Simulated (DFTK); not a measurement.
# Ge (Fd-3m) in DFTK: reference runs

How does Ge come out in PBEsol? The cell is run as given.

Everything below comes from runs of DFTK 0.8.2. Logs are shortened: lines on timing, memory, paths and dates and some standing lists are left out, and cuts for length are marked.

**What was measured.**

“Electronic and optical properties of SixGe1-x-ySny alloys lattice-matched to Ge”, 2021, arxiv:2109.02782 reports, for a bulk crystal of Ge at 300 K: band gap 0.807 eV (direct).

The runs below are set against these values where they give the same quantity.

**1. The structure**

Symmetry: Fd-3m, No. 227, cubic system. The conventional cell has a = 5.658 Å, b = 5.658 Å, c = 5.658 Å, α = 90.00°, β = 90.00°, γ = 90.00°. Ge (site symmetry -43m) has 4 Ge at 2.45 Å as nearest neighbours.

**2. Single point, PBEsol**

The input, run.jl:

```julia
using DFTK
using PseudoPotentialData
using Unitful, UnitfulAtomic
using LinearAlgebra, Printf
include("save.jl")
disable_threading()

# lattice vectors are the columns
lattice = austrip(1u"Å") * [           0.0        2.82891        2.82891;
                  2.82891            0.0        2.82891;
                  2.82891        2.82891            0.0]
symbols   = [:Ge, :Ge]
positions = [[0.75, 0.75, 0.75],
             [0.5, 0.5, 0.5]]
pseudopotentials = PseudoFamily("dojo.nc.sr.pbesol.v0_4_1.standard.upf")
elements = Dict(s => ElementPsp(s, pseudopotentials) for s in unique(symbols))
atoms    = [elements[s] for s in symbols]

build_model(lattice, positions; symmetries=true) =
    model_DFT(lattice, atoms, positions;
              functionals=PBEsol(),
              temperature=austrip(0.05u"eV"),
              smearing=Smearing.FermiDirac(),
              symmetries)
Ecut  = 39.0  # hartree
kgrid = [8, 8, 8]
tol   = 1e-6
to_GPa = ustrip(uconvert(u"GPa", 1u"hartree/bohr^3"))

model = build_model(lattice, positions)
basis = PlaneWaveBasis(model; Ecut, kgrid)
display(basis)
scfres = self_consistent_field(basis;
                               tol,
                               nbandsalg=AdaptiveBands(model; n_bands_converge=19))
display(scfres.energies)
@printf "Fermi level: %.6f eV\n" ustrip(auconvert(u"eV", something(scfres.εF, NaN)))
forces = compute_forces_cart(scfres)
println("Forces (eV/Å)")
for (s, f) in zip(symbols, forces)
    @printf "%-3s %12.6f %12.6f %12.6f\n" s ustrip.(auconvert.(u"eV/Å", f))...
end
stress = compute_stresses_cart(scfres)
println("Stress (GPa)")
display(round.(stress * to_GPa; digits=4))
println("Levels at the first k-point (eV): ", round.(ustrip.(auconvert.(u"eV", scfres.eigenvalues[1][1:scfres.n_bands_converge])); digits=4))
save_scf!(scfres; forces, stress)
```

Potentials or basis: dojo.nc.sr.pbesol.v0_4_1.standard.upf (PBEsol).

The run is started by

```
> julia --threads=1 run.jl  # save.jl only writes the numbers to a file and isn't shown; printed stress counts tension as positive; times include loading and compiling
```

The program printed:

```text
PlaneWaveBasis discretization:

    Ecut                 : 39.0 Ha
    fft_size             : (48, 48, 48), 110592 total points
    kgrid                : MonkhorstPack([8, 8, 8])
    num.   red. kpoints  : 512
    num. irred. kpoints  : 29

    Discretized Model(gga_x_pbe_sol+gga_c_pbe_sol, 3D):
        lattice (in Bohr)    : [0         , 5.34587   , 5.34587   ]
                               [5.34587   , 0         , 5.34587   ]
                               [5.34587   , 5.34587   , 0         ]
        unit cell volume     : 305.55 Bohr³

        atoms                : Ge₂
        pseudopot. family    : PseudoFamily("dojo.nc.sr.pbesol.v0_4_1.standard.upf")

        num. electrons       : 28
        spin polarization    : none
        temperature          : 0.0018375 Ha
        smearing             : DFTK.Smearing.FermiDirac()

        terms                : Kinetic()
                               AtomicLocal()
                               AtomicNonlocal()
                               Ewald(nothing)
                               PspCorrection()
                               Hartree()
                               Xc(gga_x_pbe_sol, gga_c_pbe_sol)
                               Entropy()
n     Energy            log10(ΔE)   log10(Δρ)   Diag   Δtime
---   ---------------   ---------   ---------   ----   ------
  1   -178.4005309858                   -0.99    4.8    14.3s
  2   -178.4026128386       -2.68       -1.48    1.0    5.94s
  3   -178.4029840037       -3.43       -1.88    2.1    8.74s
  4   -178.4030081423       -4.62       -2.20    1.0    6.14s
  5   -178.4030147015       -5.18       -2.68    1.1    6.73s
  6   -178.4030156920       -6.00       -2.92    2.1    9.63s
  7   -178.4030160135       -6.49       -4.11    1.0    6.07s
  8   -178.4030160333       -7.71       -3.65    3.5    10.7s
  9   -178.4030160405       -8.14       -4.01    2.0    10.0s
 10   -178.4030160418       -8.89       -4.17    1.0    5.40s
 11   -178.4030160429       -8.97       -4.61    1.0    6.39s
 12   -178.4030160431       -9.67       -5.06    1.5    8.53s
 13   -178.4030160432      -10.15       -5.93    2.0    7.87s
 14   -178.4030160432      -12.20       -6.63    1.9    9.04s
Energy breakdown (in Ha):
    Kinetic             133.9757323
    AtomicLocal         -137.0728557
    AtomicNonlocal      -94.3221824
    Ewald               -98.7503791
    PspCorrection       5.6572544
    Hartree             55.3018776
    Xc                  -43.1924295
    Entropy             -0.0000338

    total               -178.403016043157
Fermi level: 3.937235 eV
Forces (eV/Å)
Ge      0.000000     0.000000     0.000000
Ge     -0.000000    -0.000000    -0.000000
Stress (GPa)
3×3 StaticArraysCore.SMatrix{3, 3, Float64, 9} with indices SOneTo(3)×SOneTo(3):
 -0.6376  -0.0      0.0
  0.0     -0.6376  -0.0
  0.0      0.0     -0.6376
Levels at the first k-point (eV): [-20.9329, -20.9329, -20.9329, -20.8971, -20.8971, -20.6859, -20.6859, -20.6859, -20.6733, -20.6733, -8.876, 3.9024, 3.9174, 3.9174, 3.9174, 6.4522, 6.4522, 6.4522, 10.1546]
```

Wall time 3.2 min (1 thread of Intel Xeon Platinum 8375C at 2.90GHz (Ice Lake), shared host); peak memory 1.8 GiB.

Results:

```
Free energy            : -4854.5934 eV
Pressure               : 0.6 GPa
Band gap on the k mesh : none (metal or under the smearing width)
```

Levels at points of the mesh, in eV from the Fermi level:
```csv
k point,band 12,band 13,band 14,band 15,band 16,band 17
"(0.00, 0.00, 0.00)",-0.03,-0.02,-0.02,-0.02,2.51,2.51
"(-0.50, 0.00, 0.00)",-7.65,-1.43,-1.43,0.10,3.69,3.69
"(-0.50, -0.50, 0.00)",-8.92,-3.10,-3.10,0.65,0.65,9.47
```

Caveat: this crystal is a semiconductor, whose small gap the functional closes, so the metal is an error of the method.

**3. Comparison with measurements**

Step 2. Measured gap of Ge: 0.807 eV (direct; 300 K; “Electronic and optical properties of SixGe1-x-ySny alloys lattice-matched to Ge”, 2021, arxiv:2109.02782). This calculation gives 0.00 eV (-0.81 eV). 3 values of this kind are on record (0.666 to 0.807 eV); this one was drawn at random among those near their median. Spin-orbit coupling on Ge is left out. The value is that of PBEsol on a finite k mesh, which can miss the band edges, without temperature or zero-point motion. Semilocal functionals fall short of measured gaps as a rule.
